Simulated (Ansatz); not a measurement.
Molecular dynamics of Si16N

Input file:

```yaml
crystal:
  lattice:
    - [0.0, 5.43, 5.43]
    - [5.43, 0.0, 5.43]
    - [5.43, 5.43, 0.0]
  atoms:
    - { symbol: Si, position: [0.05758972, 0.00669339, -0.09567342] }
    - { symbol: Si, position: [0.07712509, 0.16111977, 0.08296667] }
    - { symbol: Si, position: [-0.0437359, 0.05862191, 0.4479823] }
    - { symbol: Si, position: [0.10773421, 0.19474985, 0.53552372] }
    - { symbol: Si, position: [0.00303538, 0.51904193, -0.00808825] }
    - { symbol: Si, position: [0.13207578, 0.60726603, 0.13921075] }
    - { symbol: Si, position: [-0.06594415, 0.60290271, 0.49315564] }
    - { symbol: Si, position: [0.10689866, 0.68481928, 0.60025741] }
    - { symbol: Si, position: [0.43128134, 0.02320415, 0.00031761] }
    - { symbol: Si, position: [0.69473039, 0.10182063, 0.07105967] }
    - { symbol: Si, position: [0.48713554, 0.04876323, 0.43433908] }
    - { symbol: Si, position: [0.59883379, 0.13161407, 0.60287334] }
    - { symbol: Si, position: [0.50450894, 0.50606853, -0.00951688] }
    - { symbol: Si, position: [0.62678522, 0.64964064, 0.09930787] }
    - { symbol: Si, position: [0.49979091, 0.50331662, 0.4684655] }
    - { symbol: Si, position: [0.57600901, 0.65213282, 0.60202643] }
    - { symbol: "N", position: [1.25751649, 0.77783884, 0.9051344], spin: 1.0 }
magnetization:
  spin_polarized: true
basis:
  ecutwfc: 420.0
kpoints:
  mp_grid: { grid: [2, 2, 2] }
hamiltonian:
  xc: pbesol
  pseudopotentials: { kind: paw, azcp: { folder: soft_1 } }
scf:
  occupations: { method: fermi_dirac, width: 0.05 }
  lower_state_search: "off"
md:
  timestep: 1
  n_steps: 110
  ensemble: nvt_langevin
  temperature: 1680.0
  initial_velocities: maxwell_boltzmann
  seed: 269647
  friction: 0.02
```

Launched with:

```bash
$ ansatz run input.yaml --threads 1 --pin off --max-ram 3072MiB --backend cpu --events-out ev --progress --plain --runs-dir out
```

It goes on from the last frame of an earlier run, with new velocities.

Output, in part (warnings, step lines):

```
WARN: the starting moments were not kept: the SCF closed with an absolute magnetisation of 2.1e-5 μB, where they sum to 1 μB in size (1 site). That is at most 0.1 of that sum. Measured as dr2_m measures the in/out step, that magnetisation stands 1.9e-11 eV from none, at or under the dr2_threshold …
md step     0: t =     0.00 fs  T =  1581.2 K  F+E_penalty+E_count = -10317.44724550 eV  E_kin = 3.474509 eV  (14 SCF iters)
md step     1: t =     1.00 fs  T =  1444.2 K  F+E_penalty+E_count = -10317.38862727 eV  E_kin = 3.173464 eV  (7 SCF iters)
md step     2: t =     2.00 fs  T =  1288.1 K  F+E_penalty+E_count = -10317.31171212 eV  E_kin = 2.830575 eV  (7 SCF iters)
md step     3: t =     3.00 fs  T =  1329.4 K  F+E_penalty+E_count = -10317.21979378 eV  E_kin = 2.921349 eV  (7 SCF iters)
md step     4: t =     4.00 fs  T =  1331.7 K  F+E_penalty+E_count = -10317.10840545 eV  E_kin = 2.926257 eV  (7 SCF iters)
md step     5: t =     5.00 fs  T =  1219.1 K  F+E_penalty+E_count = -10316.96937304 eV  E_kin = 2.678807 eV  (7 SCF iters)
md step     6: t =     6.00 fs  T =  1047.3 K  F+E_penalty+E_count = -10316.80739081 eV  E_kin = 2.301360 eV  (8 SCF iters)
md step     7: t =     7.00 fs  T =   924.0 K  F+E_penalty+E_count = -10316.62417969 eV  E_kin = 2.030309 eV  (7 SCF iters)
[... lines left out ...]
md step   110: t =   110.00 fs  T =  1644.5 K  F+E_penalty+E_count = -10314.76322939 eV  E_kin = 3.613663 eV  (7 SCF iters)
```

The steps, from the saved trajectory:

```json
{"time (fs)": "0", "T (K)": "1581", "potential energy less start (eV)": "0.000"}
{"time (fs)": "3", "T (K)": "1329", "potential energy less start (eV)": "0.227"}
{"time (fs)": "6", "T (K)": "1047", "potential energy less start (eV)": "0.640"}
{"time (fs)": "9", "T (K)": "671", "potential energy less start (eV)": "1.114"}
{"time (fs)": "12", "T (K)": "822", "potential energy less start (eV)": "1.124"}
{"time (fs)": "15", "T (K)": "941", "potential energy less start (eV)": "0.729"}
{"time (fs)": "18", "T (K)": "1241", "potential energy less start (eV)": "0.275"}
{"time (fs)": "21", "T (K)": "1462", "potential energy less start (eV)": "-0.142"}
{"time (fs)": "24", "T (K)": "1611", "potential energy less start (eV)": "-0.343"}
{"time (fs)": "27", "T (K)": "1561", "potential energy less start (eV)": "-0.278"}
{"time (fs)": "30", "T (K)": "1431", "potential energy less start (eV)": "0.005"}
{"time (fs)": "33", "T (K)": "1330", "potential energy less start (eV)": "0.431"}
{"time (fs)": "36", "T (K)": "1124", "potential energy less start (eV)": "0.813"}
{"time (fs)": "39", "T (K)": "873", "potential energy less start (eV)": "1.017"}
{"time (fs)": "42", "T (K)": "998", "potential energy less start (eV)": "1.010"}
{"time (fs)": "45", "T (K)": "1063", "potential energy less start (eV)": "0.992"}
{"time (fs)": "48", "T (K)": "1070", "potential energy less start (eV)": "0.938"}
{"time (fs)": "51", "T (K)": "1298", "potential energy less start (eV)": "0.828"}
{"time (fs)": "54", "T (K)": "1430", "potential energy less start (eV)": "0.807"}
{"time (fs)": "57", "T (K)": "1559", "potential energy less start (eV)": "0.924"}
{"time (fs)": "60", "T (K)": "1492", "potential energy less start (eV)": "1.145"}
{"time (fs)": "63", "T (K)": "1317", "potential energy less start (eV)": "1.441"}
{"time (fs)": "66", "T (K)": "1293", "potential energy less start (eV)": "1.705"}
{"time (fs)": "69", "T (K)": "1231", "potential energy less start (eV)": "1.802"}
{"time (fs)": "72", "T (K)": "1444", "potential energy less start (eV)": "1.735"}
{"time (fs)": "75", "T (K)": "1370", "potential energy less start (eV)": "1.555"}
{"time (fs)": "78", "T (K)": "1672", "potential energy less start (eV)": "1.235"}
{"time (fs)": "81", "T (K)": "1758", "potential energy less start (eV)": "1.030"}
{"time (fs)": "84", "T (K)": "1794", "potential energy less start (eV)": "0.853"}
{"time (fs)": "87", "T (K)": "1734", "potential energy less start (eV)": "0.696"}
{"time (fs)": "90", "T (K)": "1820", "potential energy less start (eV)": "0.593"}
{"time (fs)": "93", "T (K)": "1993", "potential energy less start (eV)": "0.648"}
{"time (fs)": "96", "T (K)": "2037", "potential energy less start (eV)": "0.881"}
{"time (fs)": "99", "T (K)": "1780", "potential energy less start (eV)": "1.319"}
{"time (fs)": "102", "T (K)": "1403", "potential energy less start (eV)": "1.892"}
{"time (fs)": "105", "T (K)": "1530", "potential energy less start (eV)": "2.416"}
{"time (fs)": "108", "T (K)": "1537", "potential energy less start (eV)": "2.737"}
```

The run went to its last step. A run of 0.11 ps of so small a system gives no equilibrium averages. Limits of this set-up: coarse k mesh, PAW files made for another functional, a small cell, in which the defect meets its images.

Mean squared displacements from the first frame to the last, about the centre of mass: Si 0.15 Å², N 0.32 Å².

Last frame:

```xyz
17
Lattice="0.0000 5.4300 5.4300 5.4300 0.0000 5.4300 5.4300 5.4300 0.0000" Properties=species:S:1:pos:R:3
Si -0.267 -0.484 0.007
Si 1.288 1.119 0.918
Si 2.520 2.315 -0.343
Si 4.092 3.225 1.482
Si 2.522 -0.191 2.422
Si 3.814 1.256 3.310
Si 6.090 2.215 2.643
Si 6.892 4.263 4.008
Si 0.036 2.152 2.694
Si 0.945 3.668 4.026
Si 2.698 4.861 2.880
Si 3.971 6.112 4.051
Si 2.830 2.618 5.207
Si 4.280 3.726 6.849
Si 5.348 5.176 5.763
Si 7.181 6.134 6.641
N 8.620 11.413 10.894
```

Time of the run: 27 min on 1 thread of Arm Neoverse V1, with other jobs on the host, peak memory 0.71 GiB.
